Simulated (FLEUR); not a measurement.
# 1 ML Co on Pd(111), 3 substrate layers: from one collinear state to anisotropy

Wanted: anisotropy for 1 ML Co on Pd(111), 3 substrate layers, with the cost of each step.

Calculated with FLEUR MaX-R8.1; PBE; all-electron FLAPW film, Dirac cores, scalar-relativistic bands.

**1. The structure**

The cell holds 4 atoms: 3 Pd and 1 Co. Its edges and angles: a = 2.751 Å, b = 2.751 Å, c = 20.582 Å, α = 90.0°, β = 90.0°, γ = 120.0°. Pseudomorphic film, hard-sphere layer spacings, unrelaxed. Vacuum lies along c.

Coordinates:

```cif
data_structure
_symmetry_space_group_name_H-M 'P 1'
_symmetry_Int_Tables_number 1
_cell_length_a 2.7506
_cell_length_b 2.7506
_cell_length_c 20.5823
_cell_angle_alpha 90.000
_cell_angle_beta 90.000
_cell_angle_gamma 120.000
_cell_volume 134.86
loop_
_atom_site_label
_atom_site_type_symbol
_atom_site_fract_x
_atom_site_fract_y
_atom_site_fract_z
_atom_site_occupancy
Pd1 Pd 0.00000 0.00000 0.34010 1
Pd2 Pd 0.66667 0.33333 0.44922 1
Pd3 Pd 0.33333 0.66667 0.55833 1
Co4 Co 0.00000 0.00000 0.65990 1
```

**2. The magnetic state**

The force theorems are single passes in this state's potential, so it has to be converged first.

No symmetry is used, so that later steps may turn the spins freely; k and −k are joined. FLEUR takes the sheet as a true film: the images along c are dropped, heights are typed in bohr, and the vacuum on both sides is semi-infinite. inpgen writes inp.xml from crystal.txt; cutoffs, mixing, functional, smearing and local orbitals are then set in the file. The k list scf (kpts.xml, not shown) is a Γ-centred 10×10×1 mesh; where the ranks do not divide the number of points, some are split in two of half the weight.

Input file inp.xml:

```
<?xml version="1.0" encoding="UTF-8" standalone="no"?>
<fleurInput fleurInputVersion="0.39">
   <comment>
      CoPd3
   </comment>
   <calculationSetup>
      <cutoffs Kmax="3.6" Gmax="10.8" GmaxXC="10.8" numbands="0"/>
      <scfLoop itmax="150" minDistance="0.00002" maxIterBroyd="15" imix="Anderson" alpha="0.03" precondParam="0.0" spinf="2.0" sdNocoIR="T"/>
      <coreElectrons ctail="F" frcor="F" kcrel="0" coretail_lmax="0"/>
      <xcFunctional name="pbe" relativisticCorrections="F"/>
      <magnetism jspins="2" l_noco="F" l_ss="F">
         <qss>0.0 0.0 0.0</qss>
         <mtNocoParams l_mperp="F" l_mtNocoPot="F" l_relaxSQA="F" mag_mixing_scheme="0" mix_RelaxWeightOffD="1.0" l_constrained="F" mix_constr="1.0"/>
         <sourceFreeMag l_sourceFree="F" l_scaleMag="F" mag_scale="1.0"/>
      </magnetism>
      <soc l_soc="F" theta="0.0" phi="0.0" spav="F"/>
      <expertModes spex="0" secvar="F"/>
      <geometryOptimization l_f="F" forcealpha="1.0" forcemix="BFGS" epsdisp="0.00001" epsforce="0.00001"/>
      <ldaU l_linMix="F" mixParam="0.05" spinf="1.0"/>
   </calculationSetup>
   <cell>
      <bzIntegration valenceElectrons="65.0" mode="hist" fermiSmearingEnergy="0.00183747">
         <kPointListSelection listName="scf"/>
         <xi:include xmlns:xi="http://www.w3.org/2001/XInclude" href="kpts.xml"> </xi:include>
      </bzIntegration>
      <xi:include xmlns:xi="http://www.w3.org/2001/XInclude" href="sym.xml"> </xi:include>
      <filmLattice scale="1.0" dVac="17.96" dTilda="20.46">
         <bravaisMatrixFilm>
            <row-1>    5.1978801593681707     0.0000001204133487</row-1>
            <row-2>   -2.5989401839780708     4.5014962036302819</row-2>
         </bravaisMatrixFilm>
         <vacuumEnergyParameters vacuum="1" spinUp="-.25" spinDown="-.25"/>
         <vacuumEnergyParameters vacuum="2" spinUp="-.25" spinDown="-.25"/>
      </filmLattice>
   </cell>
   <atomSpecies>
      <species name="Palladium (Pd)" element="Pd" atomicNumber="46">
         <mtSphere radius="2.36" gridPoints="781" logIncrement="0.016"/>
         <atomicCutoffs lmax="8" lnonsphr="6"/>
         <electronConfig flipSpins="F">
            <coreConfig>(1s1/2) (2s1/2) (2p1/2) (2p3/2) (3s1/2) (3p1/2) (3p3/2) (4s1/2) (3d3/2) (3d5/2)</coreConfig>
            <valenceConfig>(4p1/2) (4p3/2) (5s1/2) (4d3/2) (4d5/2)</valenceConfig>
            <stateOccupation state="(5s1/2)" spinUp="0.500000" spinDown="0.500000"/>
            <stateOccupation state="(4d3/2)" spinUp="1.800000" spinDown="1.800000"/>
            <stateOccupation state="(4d5/2)" spinUp="2.700000" spinDown="2.700000"/>
         </electronConfig>
         <energyParameters s="5" p="5" d="4" f="4"/>
         <lo type="SCLO" l="1" n="4" eDeriv="0"/>
      </species>
      <species name="Cobalt (Co2.000" element="Co" atomicNumber="27">
         <mtSphere radius="2.36" gridPoints="781" logIncrement="0.016"/>
         <atomicCutoffs lmax="8" lnonsphr="6"/>
         <electronConfig flipSpins="F">
            <coreConfig>(1s1/2) (2s1/2) (2p1/2) (2p3/2)</coreConfig>
            <valenceConfig>(3s1/2) (3p1/2) (3p3/2) (4s1/2) (3d3/2) (3d5/2)</valenceConfig>
            <stateOccupation state="(3d3/2)" spinUp="1.5" spinDown="1.3"/>
            <stateOccupation state="(3d5/2)" spinUp="3.0" spinDown="1.2"/>
         </electronConfig>
         <energyParameters s="4" p="4" d="3" f="4"/>
         <lo type="SCLO" l="0" n="3" eDeriv="0"/>
         <lo type="SCLO" l="1" n="3" eDeriv="0"/>
      </species>
   </atomSpecies>
   <atomGroups>
      <atomGroup species="Palladium (Pd)">
         <filmPos label="                   1">.0000000000 .0000000000 -6.2193793403</filmPos>
         <force calculate="T" relaxXYZ="TTT"/>
         <nocoParams  alpha="0.0" beta="0.0"/>
      </atomGroup>
      <atomGroup species="Palladium (Pd)">
         <filmPos label="                   2">-1.000/3.000 1.000/3.000 -1.9752408376</filmPos>
         <force calculate="T" relaxXYZ="TTT"/>
         <nocoParams  alpha="0.0" beta="0.0"/>
      </atomGroup>
      <atomGroup species="Palladium (Pd)">
         <filmPos label="                   3">1.000/3.000 -1.000/3.000 2.2688976650</filmPos>
         <force calculate="T" relaxXYZ="TTT"/>
         <nocoParams  alpha="0.0" beta="0.0"/>
      </atomGroup>
      <atomGroup species="Cobalt (Co2.000">
         <filmPos label="                   4">.0000000000 .0000000000 6.2193793403</filmPos>
         <force calculate="T" relaxXYZ="TTT"/>
         <nocoParams  alpha="0.0" beta="0.0"/>
      </atomGroup>
   </atomGroups>
   <output dos="F" band="F" slice="F">
      <bandDOS minEnergy="-.5*Htr" maxEnergy="0.5*Htr" sigma="0.015" storeEVData="T"/>
      <plotting iplot="0" polar="F">
         <plot TwoD="T" vec1="  1.0  0.0  0.0" vec2="  0.0  1.0  0.0" vec3="  0.0  0.0  1.0" zero="  0.0  0.0 -0.5" file="plot"/>
      </plotting>
      <moessbauerParams electricFieldGradient="F" isomerShift="F" coreHyperfine="F" valenceHyperfine="F"/>
   </output>
</fleurInput>
```

Input file crystal.txt:

```
CoPd3
&input film=T cartesian=F /
2.75059972538  0.00000006372  0.00000000000
-1.37529991788  2.38208920596  0.00000000000
0.00000000000  0.00000000000  1.00000000000
1.8897261246
1.0 1.0 1.0

4
46 0.00000000000  0.00000000000  -6.21937934028
46 0.66666666667  0.33333333333  -1.97524083762
46 0.33333333333  0.66666666667  2.26889766504
27 0.00000000000  0.00000000000  6.21937934028 : 2.000

&kpt div1=10 div2=10 div3=1 gamma=T /
```

The run is started by

```console
OMP_NUM_THREADS=1 inpgen -f crystal.txt -nosym -noco > inpgen.log  # inp.xml is then edited as shown
OMP_NUM_THREADS=1 mpirun -n 4 fleur_MPI > fleur.log
```

What it wrote:

```text
Welcome to FLEUR        (www.flapw.de)
      MaX-Release 8.1          (www.max-centre.eu)

 ========== k-point set info ==========
 Selected k-point list: scf
 k-point list type: mesh
 0 x 0 x 0
 Number of k points: 52

 ------------Calculation Setup---------------------------
 Number of MPI-tasks      :            4
 Number of PE/node        :            4
 Number of OMP-threads    :            1
 k-points in parallel     :            4
 pe's per k-point         :            1
 No of k-point loops      :           13
 Eigenvalue solver        :       lapack
 Number of basis functions:          415
 Approximate size of matrices (H+S) per k-point:         0.005 GB
 --------------------------------------------------------
 Iteration:     1   Distance:      45.20440233 me/bohr^3
 Iteration:     2   Distance:      68.39595114 me/bohr^3
 Iteration:     3   Distance:      23.59805740 me/bohr^3
 Iteration:     4   Distance:      36.52276366 me/bohr^3
 Iteration:     5   Distance:      38.57070946 me/bohr^3
 Iteration:     6   Distance:      24.43568937 me/bohr^3
 Iteration:     7   Distance:      18.66632931 me/bohr^3
 Iteration:     8   Distance:      18.33409244 me/bohr^3
 Iteration:     9   Distance:      12.18311174 me/bohr^3
 Iteration:    10   Distance:       8.77516031 me/bohr^3
[... 125 iterations left out ...]
 Iteration:   136   Distance:       0.00008490 me/bohr^3
 Iteration:   137   Distance:       0.00004598 me/bohr^3
 Iteration:   138   Distance:       0.00003249 me/bohr^3
 Iteration:   139   Distance:       0.00006142 me/bohr^3
 Iteration:   140   Distance:       0.00005705 me/bohr^3
 Iteration:   141   Distance:       0.00005150 me/bohr^3
 Iteration:   142   Distance:       0.00022445 me/bohr^3
 Iteration:   143   Distance:       0.00003176 me/bohr^3
 Iteration:   144   Distance:       0.00002516 me/bohr^3
 Iteration:   145   Distance:       0.00001983 me/bohr^3

 ********************************************************************
 Run finished successfully
 Stop message:
   all done
 ********************************************************************

--- out.xml (last complete iteration) ---
<iteration numberForCurrentRun="  145" overallNumber="  145">
         [... left out ...]
         <bandgap value="0.0000000054" units="eV"/>
         <sumValenceSingleParticleEnergies value="-67.6948003107" units="Htr"/>
         <FermiEnergy value="-0.1760347156" units="Htr"/>
         <valenceDensity>
            <mtCharges spin="1">
               <mtCharge atomType="1" total="7.2712821" s="0.1467270" p="3.0718042" d="4.0389304" f="0.0107754"/>
               <mtCharge atomType="2" total="7.3569466" s="0.1501734" p="3.1021200" d="4.0856256" f="0.0149717"/>
               <mtCharge atomType="3" total="7.4419896" s="0.1573511" p="3.1078956" d="4.1581522" f="0.0146062"/>
               <mtCharge atomType="4" total="8.9626592" s="1.2038956" p="3.1226264" d="4.6255175" f="0.0079309"/>
            </mtCharges>
            <mtCharges spin="2">
               <mtCharge atomType="1" total="7.1567654" s="0.1473295" p="3.0722214" d="3.9235836" f="0.0106437"/>
               <mtCharge atomType="2" total="7.1210356" s="0.1522586" p="3.1044783" d="3.8454627" f="0.0149033"/>
               <mtCharge atomType="3" total="7.0508532" s="0.1609735" p="3.1167317" d="3.7544032" f="0.0149725"/>
               <mtCharge atomType="4" total="6.8540099" s="1.1970662" p="3.1392053" d="2.5072299" f="0.0079304"/>
            </mtCharges>
            <spinDependentCharge spin="1" total="33.8817064" interstitial="2.7536684" mtSpheres="31.0328776" vacuum1="0.0444179" vacuum2="0.0507426"/>
            <spinDependentCharge spin="2" total="31.1182939" interstitial="2.8351389" mtSpheres="28.1826641" vacuum1="0.0505293" vacuum2="0.0499616"/>
            <totalCharge value="65.0000002913"/>
         </valenceDensity>
         [... left out ...]
         <allElectronCharges>
            <spinDependentCharge spin="1" total="83.8817064" interstitial="2.7569922" mtSpheres="81.0295538" vacuum1="0.0444179" vacuum2="0.0507426"/>
            <spinDependentCharge spin="2" total="81.1182939" interstitial="2.8384823" mtSpheres="78.1793206" vacuum1="0.0505293" vacuum2="0.0499616"/>
            <totalCharge value="165.0000003130"/>
         </allElectronCharges>
         <magneticMomentsInMTSpheres units="muBohr">
            <globalMagMoment atomType="1" vec="0.00000   0.00000   0.11452"/>
            <localMagMoment atomType="1" vec="0.00000   0.00000   0.11452"/>
            <globalMagMoment atomType="2" vec="0.00000   0.00000   0.23592"/>
            <localMagMoment atomType="2" vec="0.00000   0.00000   0.23592"/>
            <globalMagMoment atomType="3" vec="0.00000   0.00000   0.39115"/>
            <localMagMoment atomType="3" vec="0.00000   0.00000   0.39115"/>
            <globalMagMoment atomType="4" vec="0.00000   0.00000   2.10865"/>
            <localMagMoment atomType="4" vec="0.00000   0.00000   2.10865"/>
         </magneticMomentsInMTSpheres>
         <moessbauerParams unitsHFF="kG" unitsIS="e/bohr^3" unitsEFG="Htr/bohr^2">
         </moessbauerParams>
         <totalEnergy value="   -16534.5526144334" units="Htr">
            <sumOfEigenvalues value="    -9928.2598234828">
               <coreElectrons value="-9860.5650231721"/>
               <valenceElectrons value="-67.6948003107"/>
            </sumOfEigenvalues>
            <densityCoulombPotentialIntegral value="-26513.7358399896"/>
            <densityEffectivePotentialIntegral value="-27155.3977694288"/>
            <chargeDenXCDenIntegral value="-492.2038794143"/>
            <FockExchangeEnergyValence value="0.0000000000"/>
            <FockExchangeEnergyCore value="0.0000000000"/>
            <atomTypeDependentContributions atomType="1">
               <electronNucleiInteractionDifferentMTs value="6102.5855575954"/>
               <MadelungTerm value="-11.4624806772"/>
            </atomTypeDependentContributions>
            <atomTypeDependentContributions atomType="2">
               <electronNucleiInteractionDifferentMTs value="6103.0585347312"/>
               <MadelungTerm value="-10.7206127170"/>
            </atomTypeDependentContributions>
            <atomTypeDependentContributions atomType="3">
               <electronNucleiInteractionDifferentMTs value="6103.1421011710"/>
               <MadelungTerm value="-10.3772132331"/>
            </atomTypeDependentContributions>
            <atomTypeDependentContributions atomType="4">
               <electronNucleiInteractionDifferentMTs value="1666.6687671501"/>
               <MadelungTerm value="-4.6034936953"/>
            </atomTypeDependentContributions>
            <tkbTimesEntropy value="0.0022587293"/>
            <freeEnergy value="-16534.5548731627"/>
            <extrapolationTo0K value="-16534.5537437981"/>
         </totalEnergy>
         <densityConvergence units="me/bohr^3">
            <chargeDensity spin="1" distance="0.0000033740"/>
            <chargeDensity spin="2" distance="0.0000189523"/>
            <overallChargeDensity distance="0.0000186533"/>
            <spinDensity distance="0.0000198293"/>
         </densityConvergence>
      </iteration>
```

The job ended after 13 min (4 MPI ranks of Arm Neoverse V1, shared host; peak memory 0.92 GiB).

Spin moment in the muffin-tin sphere by atom:

```
atom  spin moment in the muffin-tin sphere (μB)
 Pd1                                       0.11
 Pd2                                       0.24
 Pd3                                       0.39
 Co4                                       2.11
```

Read from the output:

```
free energy                                                       : -449928.1591 eV
program's band gap on this mesh (in a metal only a level spacing) : 5.40e-9 eV
magnetization                                                     : 2.763 μB
final state                                                       : ferromagnetic
```

After 145 cycles the largest moment stands at 2.11 μB.

**3. Energy against the direction of the moments, rung 1**

Anisotropy is a small difference, so it is taken from sums over occupied states at a frozen potential, where most errors cancel.

One pass with spin–orbit coupling for each direction, from the saved density. The k list mae (kpts.xml, not shown) is a Γ-centred 17×17×1 mesh.

inp.xml, as its differences from that of step 2:

```diff
@@ -6,4 +6,4 @@
    <calculationSetup>
-      <cutoffs Kmax="3.6" Gmax="10.8" GmaxXC="10.8" numbands="0"/>
-      <scfLoop itmax="150" minDistance="0.00002" maxIterBroyd="15" imix="Anderson" alpha="0.03" precondParam="0.0" spinf="2.0" sdNocoIR="T"/>
+      <cutoffs Kmax="3.6" Gmax="10.8" GmaxXC="10.8" numbands="129"/>
+      <scfLoop itmax="1" minDistance="0.00002" maxIterBroyd="15" imix="Anderson" alpha="0.03" precondParam="0.0" spinf="2.0" sdNocoIR="T"/>
       <coreElectrons ctail="F" frcor="F" kcrel="0" coretail_lmax="0"/>
@@ -15,3 +15,3 @@
       </magnetism>
-      <soc l_soc="F" theta="0.0" phi="0.0" spav="F"/>
+      <soc l_soc="T" theta="0.0" phi="0.0" spav="F"/>
       <expertModes spex="0" secvar="F"/>
@@ -22,3 +22,3 @@
       <bzIntegration valenceElectrons="65.0" mode="hist" fermiSmearingEnergy="0.00183747">
-         <kPointListSelection listName="scf"/>
+         <kPointListSelection listName="mae"/>
          <xi:include xmlns:xi="http://www.w3.org/2001/XInclude" href="kpts.xml"> </xi:include>
@@ -92,2 +92,5 @@
    </output>
+   <forceTheorem>
+      <MAE theta="0.0 1.5707963 1.5707963" phi="0.0 0.0 1.5707963"/>
+   </forceTheorem>
 </fleurInput>
```

The run is started by

```console
OMP_NUM_THREADS=1 mpirun -n 4 fleur_MPI -warn_only > fleur.log
```

What it wrote:

```text
[banner, memory and clock lines left out]
Welcome to FLEUR        (www.flapw.de)
      MaX-Release 8.1          (www.max-centre.eu)

 ========== k-point set info ==========
 Selected k-point list: mae
 k-point list type: mesh
 0 x 0 x 0
 Number of k points: 292

 [... set-up left out ...]
 ********************************************************************
 Run finished successfully
 Stop message:
   Forcetheorem MAE
 ********************************************************************

--- out.xml (force theorem) ---
<Forcetheorem_MAE Angles="3" units="Htr">
            <Angle theta="0.0000000" phi="0.0000000" ev-sum="-67.710117720"/>
            <Angle theta="1.5707963" phi="0.0000000" ev-sum="-67.710107902"/>
            <Angle theta="1.5707963" phi="1.5707963" ev-sum="-67.710107994"/>
         </Forcetheorem_MAE>
```

It took 2 min on 4 MPI ranks; peak memory 1.4 GiB.

Anisotropy energies, by row:

```
axis  x  y  z  band energy less the first axis' (meV a cell)
   z  0  0  1                                              0
   x  1  0  0                                         0.2672
   y  0  1  0                                         0.2647
```

Shape anisotropy is not in these numbers.

**4. Anisotropy by the force theorem, rung 2**

A second rung shows how far the first can be trusted.

The k list mae (kpts.xml, not shown) is a Γ-centred 27×27×1 mesh.

inp.xml is that of step 3.

What it wrote:

```text
[banner, memory and clock lines left out]
Welcome to FLEUR        (www.flapw.de)
      MaX-Release 8.1          (www.max-centre.eu)

 ========== k-point set info ==========
 Selected k-point list: mae
 k-point list type: mesh
 0 x 0 x 0
 Number of k points: 732

 [... set-up left out ...]
 ********************************************************************
 Run finished successfully
 Stop message:
   Forcetheorem MAE
 ********************************************************************

--- out.xml (force theorem) ---
<Forcetheorem_MAE Angles="3" units="Htr">
            <Angle theta="0.0000000" phi="0.0000000" ev-sum="-67.710393776"/>
            <Angle theta="1.5707963" phi="0.0000000" ev-sum="-67.710393608"/>
            <Angle theta="1.5707963" phi="1.5707963" ev-sum="-67.710393579"/>
         </Forcetheorem_MAE>
```

It took 4.9 min on 4 MPI ranks; peak memory 2.8 GiB.

Anisotropy energies, by row:

```
axis  x  y  z  band energy less the first axis' (meV a cell)
   z  0  0  1                                              0
   x  1  0  0                                       0.004572
   y  0  1  0                                       0.005361
```

[end of part 1 of 2]

[Logs and program files are shortened in this print: banners, set-up blocks, solver, clock and traceback lines can be left out without a mark of their own.]

[Logs are printed without paths, hosts, clocks, repeated set-up lines and the standing remarks that a program may print on its own settings, such as how far it seeks lower states.]

[Hosts, paths, dates, database ids (printed as entryN), source tags and the programs' standing remarks are cut or masked in the printed files.]

[Where a cell is said to come from a database of computed structures, the database is the Materials Project.]
